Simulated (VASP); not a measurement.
Input of a VASP 6.6.1 run:

Contents of INCAR:

```
PREC = Accurate
ENCUT = 500
EDIFF = 1E-6
ISMEAR = -1
SIGMA = 0.05
LREAL = F
LASPH = T
NELM = 100
ALGO = Fast
ISIF = 2
LWAVE = F
LCHARG = F
GGA = PE
```

Contents of KPOINTS:

```
regular mesh
0
Gamma
  11 11 11
```

Contents of POSCAR:

```
Al
1.0
    0.0000000000      2.0248050000      2.0248050000
    2.0248050000      0.0000000000      2.0248050000
    2.0248050000      2.0248050000      0.0000000000
Al
1
Direct
    0.0000000000      0.0000000000      0.0000000000
```

Contents of KPOINTS_OPT:

```
path GXWKGLUWLK,UX
10
line-mode
reciprocal
 0.0000000000  0.0000000000  0.0000000000  G
 0.5000000000  0.0000000000  0.5000000000  X

 0.5000000000  0.0000000000  0.5000000000  X
 0.5000000000  0.2500000000  0.7500000000  W

 0.5000000000  0.2500000000  0.7500000000  W
 0.3750000000  0.3750000000  0.7500000000  K

 0.3750000000  0.3750000000  0.7500000000  K
 0.0000000000  0.0000000000  0.0000000000  G

 0.0000000000  0.0000000000  0.0000000000  G
 0.5000000000  0.5000000000  0.5000000000  L

 0.5000000000  0.5000000000  0.5000000000  L
 0.6250000000  0.2500000000  0.6250000000  U

 0.6250000000  0.2500000000  0.6250000000  U
 0.5000000000  0.2500000000  0.7500000000  W

 0.5000000000  0.2500000000  0.7500000000  W
 0.5000000000  0.5000000000  0.5000000000  L

 0.5000000000  0.5000000000  0.5000000000  L
 0.3750000000  0.3750000000  0.7500000000  K

 0.6250000000  0.2500000000  0.6250000000  U
 0.5000000000  0.0000000000  0.5000000000  X
```

Potentials or basis: VASP PAW PBE potentials, release 64 (Al).

Run with:

```bash
$ cat potpaw_PBE.64/Al/POTCAR > POTCAR
$ mpirun -np 1 vasp_std > vasp.out
```

(1) Estimate the pressure.

(2) What does it give for the band gap along the path?

Answers

(1) -0.5 GPa.

(2) none (metal or under the smearing width).
